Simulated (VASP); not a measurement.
Write the native input for VASP 6.6.1 that does the following.

| Property | Result |
| --- | --- |
| Task | band structure |
| Functional | r2SCAN-EpsX |
| Potentials or basis | VASP PAW PBE potentials, release 64 (Te, Be) |
| Cutoff | 520 eV |
| k mesh | 6 × 6 × 6 |
| Occupations | gaussian, width 0.02 eV |
| Spin | no spin polarisation |
| Ladder | gaps |
| Grid for exact exchange (PRECFOCK) | Fast |
| Exchange at q = 0 | truncated |
| Share of exact exchange | 0.13 |
| Further INCAR settings | ALGO = Normal; EDIFF = 1e-06; NBANDS = 11 |

Crystal: BeTe.

```
CELL_PARAMETERS angstrom
0.00000 2.77000 2.77000
2.77000 0.00000 2.77000
2.77000 2.77000 0.00000
ATOMIC_POSITIONS crystal
Te 0.75000 0.75000 0.75000
Be 0.00000 0.00000 0.00000
```

These files were run (other wordings do the same):

POSCAR

```
BeTe
1.0
    0.0000000000      2.7700000000      2.7700000000
    2.7700000000      0.0000000000      2.7700000000
    2.7700000000      2.7700000000      0.0000000000
Te Be
1 1
Direct
    0.7500000000      0.7500000000      0.7500000000
    0.0000000000      0.0000000000      0.0000000000
```

INCAR.step1

```
PREC     = Accurate       # precision mode
ENCUT    = 520            # plane-wave cutoff, eV
EDIFF    = 1E-8           # SCF threshold, eV
ISMEAR   = 0              # smearing method
SIGMA    = 0.02           # smearing width, eV
LREAL    = F              # projectors in reciprocal space
LASPH    = T              # aspherical terms in the spheres
NELM     = 100            # most SCF steps
ALGO     = Normal         # electronic algorithm
ISIF     = 2              # what is computed and relaxed
LWAVE    = F              # write WAVECAR
LCHARG   = F              # write CHGCAR
GGA      = PE             # functional
LEPSILON = T              # dielectric tensor by DFPT
KPAR     = 4
```

KPOINTS.step1

```
Automatic mesh
0
G
  8 8 8
  0 0 0
```

INCAR.step2

```
PREC     = Accurate       # precision mode
ENCUT    = 520            # plane-wave cutoff, eV
EDIFF    = 1E-5           # SCF threshold, eV
ISMEAR   = 0              # smearing method
SIGMA    = 0.02           # smearing width, eV
LREAL    = F              # projectors in reciprocal space
LASPH    = T              # aspherical terms in the spheres
NELM     = 100            # most SCF steps
ALGO     = Normal         # electronic algorithm
ISIF     = 2              # what is computed and relaxed
LWAVE    = T              # write WAVECAR
LCHARG   = F              # write CHGCAR
NBANDS   = 11             # bands
GGA      = PE             # functional
KPAR     = 4
```

KPOINTS.step2

```
regular mesh
0
Gamma
  6 6 6
```

INCAR.step3

```
PREC     = Accurate       # precision mode
ENCUT    = 520            # plane-wave cutoff, eV
EDIFF    = 1E-6           # SCF threshold, eV
ISMEAR   = 0              # smearing method
SIGMA    = 0.02           # smearing width, eV
LREAL    = F              # projectors in reciprocal space
LASPH    = T              # aspherical terms in the spheres
NELM     = 100            # most SCF steps
ALGO     = Normal         # electronic algorithm
ISIF     = 2              # what is computed and relaxed
LWAVE    = F              # write WAVECAR
LCHARG   = F              # write CHGCAR
METAGGA  = R2SCAN         # meta-GGA
LHFCALC  = T              # exact exchange
AEXX     = 0.13           # exact-exchange fraction
LMIXTAU  = T            
PRECFOCK = Fast         
NBANDS   = 11             # bands
ISTART   = 1            
HFRCUT   = -1           
KPAR     = 4
```

KPOINTS.step3

```
regular mesh
0
Gamma
  6 6 6
```

KPOINTS_OPT

```
path GXWKGLUWLK,UX
12
line-mode
reciprocal
 0.0000000000  0.0000000000  0.0000000000  G
 0.5000000000  0.0000000000  0.5000000000  X

 0.5000000000  0.0000000000  0.5000000000  X
 0.5000000000  0.2500000000  0.7500000000  W

 0.5000000000  0.2500000000  0.7500000000  W
 0.3750000000  0.3750000000  0.7500000000  K

 0.3750000000  0.3750000000  0.7500000000  K
 0.0000000000  0.0000000000  0.0000000000  G

 0.0000000000  0.0000000000  0.0000000000  G
 0.5000000000  0.5000000000  0.5000000000  L

 0.5000000000  0.5000000000  0.5000000000  L
 0.6250000000  0.2500000000  0.6250000000  U

 0.6250000000  0.2500000000  0.6250000000  U
 0.5000000000  0.2500000000  0.7500000000  W

 0.5000000000  0.2500000000  0.7500000000  W
 0.5000000000  0.5000000000  0.5000000000  L

 0.5000000000  0.5000000000  0.5000000000  L
 0.3750000000  0.3750000000  0.7500000000  K

 0.6250000000  0.2500000000  0.6250000000  U
 0.5000000000  0.0000000000  0.5000000000  X
```

Potentials or basis: VASP PAW PBE potentials, release 64 (Te, Be).

Command:

```bash
$ cat potpaw_PBE.64/Te/POTCAR potpaw_PBE.64/Be/POTCAR > POTCAR
$ cp INCAR.step1 INCAR
$ cp KPOINTS.step1 KPOINTS
$ mpirun -np 4 vasp_std > vasp.out
$ cp INCAR.step2 INCAR
$ cp KPOINTS.step2 KPOINTS
$ mpirun -np 4 vasp_std > vasp.out
$ cp INCAR.step3 INCAR
$ cp KPOINTS.step3 KPOINTS
$ mpirun -np 4 vasp_std > vasp.out
```

It gave:

| Property | Result |
| --- | --- |
| Pressure | 3.9 GPa |
| Band gap on the k mesh | 2.81 eV, indirect (least direct gap 4.66 eV) |
| Band gap along the path | 2.81 eV, indirect (least direct gap 4.66 eV) |

Caveat: the PAW data sets were made with another functional, which shifts forces and pressure a little; spin-orbit coupling is left out, which moves the levels of the heavy elements.

Run time: 8.7 min on 4 MPI ranks on Intel(R) Xeon(R) Platinum 8488C (Sapphire Rapids), on a shared host, peak memory 0.27 GiB a rank.
